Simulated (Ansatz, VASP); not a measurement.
## One calculation of Re, two programs

```
Re
1.0
     2.74547    0.00000    0.00000
    -1.37274    2.37765    0.00000
     0.00000    0.00000   28.79770
Re
2
Direct
  0.00000 0.00000 0.33435
  0.00000 0.00000 0.25597
```

Alike in both runs: functional PBE; k mesh 24 × 24 × 1; occupations gaussian, width 0.1 eV; no spin polarisation.

Ansatz relaxed the structure, and its values are those at the end. VASP's run is a single point on that final structure, the one shown.

|  | VASP | Ansatz |
| --- | --- | --- |
| version | VASP 6.6.1 | Ansatz 0.2.0 |
| potentials or method | VASP PAW PBE potentials, release 64 (Re) | scalar-relativistic, plane waves, PAW |
| plane-wave cutoff (eV) | 520 | 420 |
| valence electrons in the cell | 14 | 30 |

|  | VASP | Ansatz | Ansatz less VASP |
| --- | --- | --- | --- |
| gap on the k mesh at the Fermi level (eV) | none | none | - |
| rms of the force components (eV/Å) | 0.294 | 0.000 | -0.2939 |

A gap of «none» marks a metal or a gap that the smearing closes. One of these differences is far larger than is usual between the two programs; its cause wasn't traced. The two sets of potentials don't hold the same shells in valence. Ansatz warned: «xc_potential_rough_in_thin_density».

Spin-orbit coupling is left out, which matters for the levels of Re.
